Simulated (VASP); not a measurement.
# Li (R-3m) in VASP: equation of state

How stiff is Li in PBE, and what volume does it want? The cell is scaled to several volumes.

Everything below comes from runs of VASP 6.6.1. Logs are shortened: lines on timing, memory, paths and dates and some standing lists are left out, and cuts for length are marked.

### 1 The crystal as given

Symmetry: R-3m, No. 166, trigonal system. The conventional cell has a = 3.101 Å, b = 3.101 Å, c = 22.765 Å, α = 90.00°, β = 90.00°, γ = 120.00°. Li (site symmetry 3m) is surrounded by 12 Li at 3.09 to 3.10 Å. Around Li (site symmetry -3m) lie 12 Li at 3.10 Å.

This isn't the form of Li at room conditions, which is bcc.

### 2 Equation of state, PBE, 19.80 Å³/atom (volume scaled by 0.94)

INCAR reads:

```
  PREC = Accurate
  ENCUT = 520
  EDIFF = 1E-7
  ISMEAR = -1
  SIGMA = 0.05
  LREAL = F
  LASPH = T
  NELM = 100
  ALGO = Normal
  ISIF = 2
  LWAVE = F
  LCHARG = F
  GGA = PE
  NBANDS = 12
```

KPOINTS reads:

```
regular mesh
0
Gamma
  10 10 10
```

POSCAR reads:

```
Li
1.0
    1.5188482616      0.8769074527      7.4333932688
   -1.5188482616      0.8769074527      7.4333932688
    0.0000000000     -1.7538149054      7.4333932688
Li
3
Direct
    0.7780000000      0.7780000000      0.7780000000
    0.2220000000      0.2220000000      0.2220000000
    0.0000000000      0.0000000000      0.0000000000
```

Potentials or basis: VASP PAW PBE potentials, release 64 (Li_sv).

Run with:

```console
cat potpaw_PBE.64/Li_sv/POTCAR > POTCAR
mpirun -np 1 vasp_std > vasp.out
```

OUTCAR:

```text
PREC = Accurate
   ENCUT = 520
   EDIFF = 1E-7
   ISMEAR = -1
   LREAL = F
   LASPH = T
   NELM = 100
   ISIF = 2
   GGA = PE

 Found    116 irreducible k-points:

 Following reciprocal coordinates:
            Coordinates               Weight
  0.000000  0.000000  0.000000      1.000000
  0.100000  0.000000 -0.000000      6.000000
  0.200000  0.000000 -0.000000      6.000000
  0.300000  0.000000 -0.000000      6.000000
  0.400000  0.000000 -0.000000      6.000000
  0.500000  0.000000  0.000000      3.000000
   k-points           NKPTS =    116   k-points in BZ     NKDIM =    116   number of bands    NBANDS=     12
   number of dos      NEDOS =    301   number of ions     NIONS =      3
   total plane-waves  NPLWV = 216000
   dimension x,y,z NGX =    60 NGY =   60 NGZ =   60
   dimension x,y,z NGXF=   120 NGYF=  120 NGZF=  120
   ions per type =               3
   NGX,Y,Z   is equivalent  to a cutoff of  13.06, 13.06, 13.06 a.u.
   NGXF,Y,Z  is equivalent  to a cutoff of  26.12, 26.12, 26.12 a.u.
 SYSTEM =  unknown system
   PREC   = accura    normal or accurate (medium, high low for compatibility)
   ISTART =      0    job   : 0-new  1-cont  2-samecut
   ICHARG =      2    charge: 1-file 2-atom 10-const
   ISPIN  =      1    spin polarized calculation?
   LNONCOLLINEAR =      F non collinear calculations
   LSORBIT =      F    spin-orbit coupling
   LASPH  =      T    aspherical Exc in radial PAW
   ENCUT  =  520.0 eV  38.22 Ry    6.18 a.u.  14.20 14.20 14.20*2*pi/ulx,y,z
   NELM   =    100;   NELMIN=  2; NELMDL= -5     # of ELM steps
   EDIFF  = 0.1E-06   stopping-criterion for ELM
   LREAL  =      F    real-space projection
   EDIFFG = 0.1E-05   stopping-criterion for IOM
   NSW    =      0    number of steps for IOM
   IBRION =     -1    ionic relax: 0-MD 1-quasi-New 2-CG
   NFREE  =      0    steps in history (QN), initial steepest desc. (CG)
   ISIF   =      2    stress and relaxation
   ISYM   =      2    0-nonsym 1-usesym 2-fastsym
   POTIM  = 0.5000    time-step for ionic-motion
   TEBEG  =    0.0;   TEEND  =   0.0 temperature during run
   PSTRESS=    0.0 pullay stress
   NELECT =       9.0000    total number of electrons
   NUPDOWN=      -1.0000    fix difference up-down
   EMIN   =  10.00;   EMAX   =-10.00  energy-range for DOS
   EFERMI =   0.00;   METHOD = LEGACY
   ISMEAR =    -1;   SIGMA  =   0.05  broadening in eV -4-tet -1-fermi 0-gaus
   EFERMI_NEDOS =   21; number of points for ismear=-14 and -15
   IALGO  =     38    algorithm
   IMIX   =      4    mixing-type and parameters
     AMIX     =   0.40;   BMIX     =  1.00
     AMIX_MAG =   1.60;   BMIX_MAG =  1.00
  volume/ion in A,a.u.               =      19.80       133.62
  Fermi-wavevector in a.u.,A,eV,Ry     =   0.872744  1.649247 10.363312  0.761682
  Thomas-Fermi vector in A             =   1.992037
   LORBIT       =      0    0 simple, 1 ext, 2 COOP (PROOUT), +10 PAW based schemes
   GGA     = PE    functional components
[... 5 lines left out ...]
 non-spin polarized calculation
  energy-cutoff  :      520.00
  volume of cell :       59.40
 maximum number of plane-waves:      1624
 NGX is ok and might be reduce to    60
   NGX = 29   NGY = 29   NGZ = 29

 number of electron       9.0000005 magnetization

 Free energy of the ion-electron system (eV)
  ---------------------------------------------------
  ext. energy  EPLUGINS =         0.00000000
  ---------------------------------------------------
  free energy    TOTEN  =        -5.72358104 eV

  energy without entropy =       -5.71143747  energy(sigma->0) =       -5.71750926

 E-fermi :   0.6484     XC(G=0):  -7.1014

 val. band max:        0.6314948776   @ k =  -0.4000   0.1000   0.1000
 cond. band min:       0.6670661461   @ k =  -0.2000  -0.3000   0.1000
 fundamental gap:      0.0355712685
 Fermi energy:         0.6483659721

 k-point     1 :       0.0000    0.0000    0.0000
  band No.  band energies     occupation
      1     -45.7996      2.00000
      2     -45.7845      2.00000
      3     -45.7790      2.00000
      4      -2.8997      2.00000
      5      -0.9220      2.00000
      6      -0.9217      2.00000
      7       6.4815      0.00000
      8       6.5087      0.00000
      9      13.7041      0.00000
     10      13.7041      0.00000
     11      13.8479      0.00000
     12      13.8479      0.00000

 k-point     2 :       0.1000    0.0000   -0.0000
  band No.  band energies     occupation
      1     -45.7980      2.00000
      2     -45.7836      2.00000
      3     -45.7780      2.00000
      4      -2.7372      2.00000
      5      -0.8764      2.00000
      6      -0.6204      2.00000
      7       6.2962      0.00000
      8       6.8751      0.00000
      9      12.0016      0.00000
     10      12.6690      0.00000
     11      12.8707      0.00000
     12      13.1712      0.00000

 k-point     3 :       0.2000    0.0000   -0.0000
  band No.  band energies     occupation
      1     -45.7937      2.00000
      2     -45.7807      2.00000
      3     -45.7753      2.00000
      4      -2.2495      2.00000
      5      -0.4963      2.00000
      6       0.0293      1.99999
      7       6.1753      0.00000
      8       7.3748      0.00000
      9       9.5234      0.00000
     10      10.4961      0.00000
     11      11.4458      0.00000
     12      11.9043      0.00000

 k-point     4 :       0.3000    0.0000   -0.0000
  band No.  band energies     occupation
      1     -45.7884      2.00000
      2     -45.7770      2.00000
      3     -45.7722      2.00000
      4      -1.4392      2.00000
      5       0.1896      1.99979
      6       0.9899      0.00216
      7       5.4974      0.00000
      8       6.9586      0.00000
      9       8.3336      0.00000
     10       8.8538      0.00000
     11      10.0536      0.00000
     12      10.5321      0.00000

 k-point     5 :       0.4000    0.0000   -0.0000
  band No.  band energies     occupation
      1     -45.7841      2.00000
      2     -45.7737      2.00000
      3     -45.7701      2.00000
      4      -0.3391      2.00000
      5       1.0802      0.00035
      6       1.9232      0.00000
      7       4.2110      0.00000
      8       5.3976      0.00000
      9       6.9441      0.00000
     10       8.5690      0.00000
     11      10.0031      0.00000
     12      10.1675      0.00000

 k-point     6 :       0.5000    0.0000    0.0000
  band No.  band energies     occupation
      1     -45.7824      2.00000
      2     -45.7723      2.00000
      3     -45.7694      2.00000
      4       0.6168      1.30522
      5       1.5343      0.00000
      6       1.7438      0.00000
      7       4.5094      0.00000
      8       4.6264      0.00000
      9       5.2522      0.00000
     10       9.2775      0.00000
     11       9.8734      0.00000
     12       9.9246      0.00000

 [... further k-points ...]
[... 5 lines left out ...]
  --------------------------------------------------------------------------------------
  -------------------------------------------------------------------------------------
  Total        0.1444231      0.1444231     -0.0159114      0.0000000      0.0000000      0.0000000
  in kB        3.8952993      3.8952993     -0.4291529      0.0000000      0.0000000      0.0000000
  external PRESSURE =       2.4538152 kB  Pullay stress =       0.0000000 kB

 VOLUME and BASIS-vectors are now :
 -----------------------------------------------------------------------------
  energy-cutoff  :      520.00
  volume of cell :       59.40
      direct lattice vectors                 reciprocal lattice vectors
     1.518848262  0.876907453  7.433393269     0.329196808  0.190061866  0.044842688
    -1.518848262  0.876907453  7.433393269    -0.329196808  0.190061866  0.044842688
     0.000000000 -1.753814905  7.433393269     0.000000000 -0.380123732  0.044842688

 POSITION                                       TOTAL-FORCE (eV/Angst)
 -----------------------------------------------------------------------------------
      0.00000      0.00000     17.34954         0.000000     -0.000000     -0.009833
      0.00000      0.00000      4.95064         0.000000      0.000000      0.009833
      0.00000      0.00000      0.00000         0.000000      0.000000     -0.000000
 -----------------------------------------------------------------------------------
    total drift:                               -0.000000     -0.000000      0.000000

  FREE ENERGIE OF THE ION-ELECTRON SYSTEM (eV)
  ---------------------------------------------------
  free  energy   TOTEN  =        -5.7235810405 eV

  energy  without entropy=       -5.7114374737  energy(sigma->0) =       -5.71750926
```

OSZICAR:

```text
N       E                     dE             d eps       ncg     rms          rms(c)
DAV:   1     0.263393981111E+02    0.26339E+02   -0.35181E+03  2784   0.664E+02
DAV:   2     0.250058328814E+00   -0.26089E+02   -0.25395E+02  3328   0.150E+02
DAV:   3    -0.563538661581E+01   -0.58854E+01   -0.58399E+01  5252   0.390E+01
DAV:   4    -0.572655634697E+01   -0.91170E-01   -0.91120E-01  3740   0.821E+00
DAV:   5    -0.572845547353E+01   -0.18991E-02   -0.18990E-02  4324   0.949E-01    0.358E-01
DAV:   6    -0.572517608417E+01    0.32794E-02   -0.17156E-03  4784   0.179E-01    0.207E-01
DAV:   7    -0.572359348984E+01    0.15826E-02   -0.17016E-03  5400   0.193E-01    0.464E-02
DAV:   8    -0.572358353630E+01    0.99535E-05   -0.81136E-05  4996   0.590E-02    0.285E-02
DAV:   9    -0.572358111691E+01    0.24194E-05   -0.81289E-06  4048   0.167E-02    0.815E-04
DAV:  10    -0.572358104055E+01    0.76364E-07   -0.24477E-07  3656   0.447E-03
   1 F= -.57235810E+01 E0= -.57175093E+01  d E =-.121436E-01
```

stdout:

```text
POSCAR found type information on POSCAR Li
 POSCAR found :  1 types and       3 ions
 scaLAPACK will be used
 LDA part: xc-table for (Slater+PW92), standard interpolation
 POSCAR, INCAR and KPOINTS ok, starting setup
 FFT: planning ... GRIDC
 FFT: planning ... GRID_SOFT
 FFT: planning ... GRID
 WAVECAR not read
 entering main loop
```

Run time: 5.4 min. Hardware: 1 thread of Intel Xeon Platinum 8488C (Sapphire Rapids), shared host; peak memory 0.46 GiB.

What came out:

```yaml
Free_energy: -5.7236 eV
Largest_force: 0.010 eV/Å
Band_gap_on_the_k_mesh: none (metal or under the smearing width)
```

Caveat: the cutoff is under 1.25 times the usual one of these potentials, so pressure, stress and relaxed cells hold a basis-set (Pulay) error.

### 3 Equation of state, PBE, 20.22 Å³/atom (volume scaled by 0.96)

INCAR reads:

```
SYSTEM = Li
PREC = Accurate ; ENCUT = 520
EDIFF = 1E-7 ; ISMEAR = -1
SIGMA = 0.05 ; LREAL = .False.
LASPH = .True. ; NELM = 100
ALGO = Normal ; ISIF = 2
LWAVE = .False. ; LCHARG = .False.
GGA = PE ; NBANDS = 12
```

KPOINTS reads:

```
Automatic mesh
0
Gamma
  10 10 10
  0 0 0
```

POSCAR reads:

```
Li
1.0
    1.5295447285      0.8830830608      7.4857428335
   -1.5295447285      0.8830830608      7.4857428335
    0.0000000000     -1.7661661215      7.4857428335
Li
3
Direct
    0.7780000000      0.7780000000      0.7780000000
    0.2220000000      0.2220000000      0.2220000000
    0.0000000000      0.0000000000      0.0000000000
```

Potentials or basis: VASP PAW PBE potentials, release 64 (Li_sv).

Run with:

```console
cat potpaw_PBE.64/Li_sv/POTCAR > POTCAR
mpirun -np 1 vasp_std > vasp.out
```

Wall time 6.5 min (1 thread of Intel Xeon Platinum 8488C (Sapphire Rapids), shared host); peak memory 0.47 GiB.

The run converged. Its results:

- Free energy: -5.7252 eV
- Largest force: 0.009 eV/Å
- Band gap on the k mesh: none (metal or under the smearing width)

Caveat: the cutoff is under 1.25 times the usual one of these potentials, so pressure, stress and relaxed cells hold a basis-set (Pulay) error.

### 4 Equation of state, PBE, 20.64 Å³/atom (volume scaled by 0.98)

INCAR reads:

```
SYSTEM = Li
PREC = Accurate
ENCUT = 520
EDIFF = 1E-7
ISMEAR = -1
SIGMA = 0.05
LREAL = .False.
LASPH = .True.
NELM = 100
ALGO = Normal
ISIF = 2
LWAVE = .False.
LCHARG = .False.
GGA = PE
NBANDS = 12
```

KPOINTS reads:

```
regular mesh
0
Gamma
  10 10 10
  0 0 0
```

POSCAR reads:

```
Li
1.0
    1.5400936462      0.8891734812      7.5373702775
   -1.5400936462      0.8891734812      7.5373702775
    0.0000000000     -1.7783469624      7.5373702775
Li
3
Direct
    0.7780000000      0.7780000000      0.7780000000
    0.2220000000      0.2220000000      0.2220000000
    0.0000000000      0.0000000000      0.0000000000
```

Run with:

```console
cat potpaw_PBE.64/Li_sv/POTCAR > POTCAR
mpirun -np 1 vasp_std > vasp.out
```

Run time: 8 min. Hardware: 1 thread of Intel Xeon Platinum 8488C (Sapphire Rapids), shared host; peak memory 0.47 GiB.

The run converged. Its results:

```
Free energy            : -5.7245 eV
Largest force          : 0.009 eV/Å
Band gap on the k mesh : none (metal or under the smearing width)
```

Caveat: the cutoff is under 1.25 times the usual one of these potentials, so pressure, stress and relaxed cells hold a basis-set (Pulay) error.

### 5 Equation of state, PBE, 21.49 Å³/atom (volume scaled by 1.02)

INCAR reads:

```
SYSTEM = Li
ALGO = Normal
EDIFF = 1E-7
ENCUT = 520
GGA = PE
ISIF = 2
ISMEAR = -1
LASPH = .TRUE.
LCHARG = .FALSE.
LREAL = .FALSE.
LWAVE = .FALSE.
NBANDS = 12
NELM = 100
PREC = Accurate
SIGMA = 0.05
```

KPOINTS reads:

```
k-points
0
G
  10 10 10
  0 0 0
```

POSCAR reads:

```
Li
1.0
    1.5607685112      0.9011101201      7.6385551070
   -1.5607685112      0.9011101201      7.6385551070
    0.0000000000     -1.8022202402      7.6385551070
Li
3
Direct
    0.7780000000      0.7780000000      0.7780000000
    0.2220000000      0.2220000000      0.2220000000
    0.0000000000      0.0000000000      0.0000000000
```

Run with:

```console
cat potpaw_PBE.64/Li_sv/POTCAR > POTCAR
mpirun -np 1 vasp_std > vasp.out
```

Wall time 6.7 min (1 thread of Intel Xeon Platinum 8488C (Sapphire Rapids), shared host); peak memory 0.46 GiB.

The run converged. Its results:

```yaml
Free_energy: -5.7171 eV
Largest_force: 0.008 eV/Å
Band_gap_on_the_k_mesh: none (metal or under the smearing width)
```

Caveat: the cutoff is under 1.25 times the usual one of these potentials, so pressure, stress and relaxed cells hold a basis-set (Pulay) error.

### 6 Equation of state, PBE, 21.91 Å³/atom (volume scaled by 1.04)

INCAR reads:

```
SYSTEM = Li
PREC     = Accurate       ! precision mode
ENCUT    = 520            ! plane-wave cutoff, eV
EDIFF    = 1E-7           ! SCF threshold, eV
ISMEAR   = -1             ! smearing method
SIGMA    = 0.05           ! smearing width, eV
LREAL    = .FALSE.        ! projectors in reciprocal space
LASPH    = .TRUE.         ! aspherical terms in the spheres
NELM     = 80             ! most SCF steps
ALGO     = Normal         ! electronic algorithm
ISIF     = 2              ! what is computed and relaxed
LWAVE    = .FALSE.        ! write WAVECAR
LCHARG   = .FALSE.        ! write CHGCAR
GGA      = PE             ! functional
NBANDS   = 12             ! bands
```

KPOINTS reads:

```
regular mesh
0
G
  10 10 10
  0 0 0
```

POSCAR reads:

```
Li
1.0
    1.5709036556      0.9069616485      7.6881575040
   -1.5709036556      0.9069616485      7.6881575040
    0.0000000000     -1.8139232969      7.6881575040
Li
3
Direct
    0.7780000000      0.7780000000      0.7780000000
    0.2220000000      0.2220000000      0.2220000000
    0.0000000000      0.0000000000      0.0000000000
```

Potentials or basis: VASP PAW PBE potentials, release 64 (Li_sv).

Run with:

```console
cat potpaw_PBE.64/Li_sv/POTCAR > POTCAR
mpirun -np 1 vasp_std > vasp.out
```

It took 6.6 min on 1 thread of Intel Xeon Platinum 8488C (Sapphire Rapids), shared host; peak memory 0.47 GiB.

The run converged. Its results:

```
Free energy            : -5.7106 eV
Largest force          : 0.008 eV/Å
Band gap on the k mesh : none (metal or under the smearing width)
```

Caveat: the cutoff is under 1.25 times the usual one of these potentials, so pressure, stress and relaxed cells hold a basis-set (Pulay) error.

### 7 Equation of state, PBE, 22.33 Å³/atom (volume scaled by 1.06)

INCAR reads:

```
  PREC = Accurate
  ENCUT = 520
  EDIFF = 1E-7
  ISMEAR = -1
  SIGMA = 0.05
  LREAL = F
  LASPH = T
  NELM = 100
  ALGO = Normal
  ISIF = 2
  LWAVE = F
  LCHARG = F
  GGA = PE
  NBANDS = 12
```

KPOINTS reads:

```
regular mesh
0
Gamma
  10 10 10
```

POSCAR reads:

```
Li
1.0
    1.5809096812      0.9127386300      7.7371279804
   -1.5809096812      0.9127386300      7.7371279804
    0.0000000000     -1.8254772600      7.7371279804
Li
3
Direct
    0.7780000000      0.7780000000      0.7780000000
    0.2220000000      0.2220000000      0.2220000000
    0.0000000000      0.0000000000      0.0000000000
```

Run with:

```console
cat potpaw_PBE.64/Li_sv/POTCAR > POTCAR
mpirun -np 1 vasp_std > vasp.out
```

It took 4.4 min on 1 thread of Intel Xeon Platinum 8488C (Sapphire Rapids), shared host; peak memory 0.44 GiB.

Results (log left out):

```yaml
Free_energy: -5.7025 eV
Largest_force: 0.007 eV/Å
Band_gap_on_the_k_mesh: none (metal or under the smearing width)
```

Caveat: the cutoff is under 1.25 times the usual one of these potentials, so pressure, stress and relaxed cells hold a basis-set (Pulay) error.

### 8 Equation of state, PBE

Potentials or basis: VASP PAW PBE potentials, release 64 (Li_sv).

This step only gathers the single runs of the series.

Results:

| Quantity | Value |
| --- | --- |
| Equilibrium volume | 20.30 Å³/atom |
| Bulk modulus at fixed shape and positions | 13.7 GPa |
| Pressure derivative of the bulk modulus | 3.1 |

Energy against volume, from the lowest point:
```
volume (Å³/atom)  energy (meV/atom)
          19.801               0.53
          20.222               0.00
          20.644               0.22
          21.065               1.14
          21.486               2.71
          21.907               4.86
          22.329               7.56
```

Caveat: the cutoff is under 1.25 times the usual one of these potentials, so pressure, stress and relaxed cells hold a basis-set (Pulay) error; the cell was scaled at fixed shape and fractional positions, which overstates the stiffness of a crystal with free parameters, most of all of layers and chains.
